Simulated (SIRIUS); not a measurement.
# Ir: single point with PBE

Ir:

```xyz
1
Lattice="0.0000 1.9156 1.9156 1.9156 0.0000 1.9156 1.9156 1.9156 0.0000" Properties=species:S:1:pos:R:3 pbc="T T T"
Ir    0.0000    0.0000    0.0000
```

| Item | Value |
| --- | --- |
| Program | SIRIUS 7.10.0 |
| Task | single point |
| Functional | PBE |
| Potentials or basis | SSSP 1.3.0 PBE efficiency |
| Cutoff | 828 eV |
| Density cutoff | 6645 eV |
| k mesh | 12 × 12 × 12 |
| Occupations | fermi-dirac, width 0.05 eV |
| Spin | no spin polarisation |
| Libxc names | ["XC_GGA_X_PBE", "XC_GGA_C_PBE"] |
| Energy tol | 1e-08 Ha |
| Density tol | 1e-06 |
| Mixer | anderson |
| Mixing beta | 0.7 |
| Max scf | 100 |

| Property | Result |
| --- | --- |
| Pressure | 10.5 GPa |
| Band gap on the k mesh | none (metal or under the smearing width) |

It took 18 s on 1 thread of Arm Neoverse V2, on a shared host, peak memory 0.3 GiB.

The run has no spin-orbit coupling, so splittings on Ir are missing.
